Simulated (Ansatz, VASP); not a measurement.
**One calculation of CuAu, two programs**

```xyz
2
Lattice="2.8199 0.0000 0.0000 0.0000 2.8199 0.0000 0.0000 0.0000 3.5740" Properties=species:S:1:pos:R:3 pbc="T T T"
Cu    1.4100    1.4100    1.7870
Au    0.0000    0.0000    0.0000
```

Alike in both runs: functional PBEsol; k mesh 16 × 16 × 12; occupations gaussian, width 0.1 eV; no spin polarisation.

Ansatz relaxed the structure, and its values are those at the end. VASP's run is a single point on that final structure, the one shown.

|  | VASP | Ansatz |
| --- | --- | --- |
| version | VASP 6.6.1 | Ansatz 0.2.0 |
| potentials or method | VASP PAW PBE potentials, release 64 (Cu, Au) | scalar-relativistic, plane waves, PAW |
| plane-wave cutoff (eV) | 520 | 420 |
| valence electrons in the cell | 22 | 38 |

VASP gave:

- gap on the k mesh at the Fermi level (eV): none
- pressure (GPa): 0.1

Estimate Ansatz's values.

gap on the k mesh at the Fermi level (eV): none; pressure (GPa): 0.0.

A gap of «none» marks a metal or a gap that the smearing closes. The two sets of potentials don't hold the same shells in valence.

Caveats: the PAW data sets were made with another functional, which shifts forces and pressure a little (VASP). The runs have no spin-orbit coupling, so splittings on Au are missing.
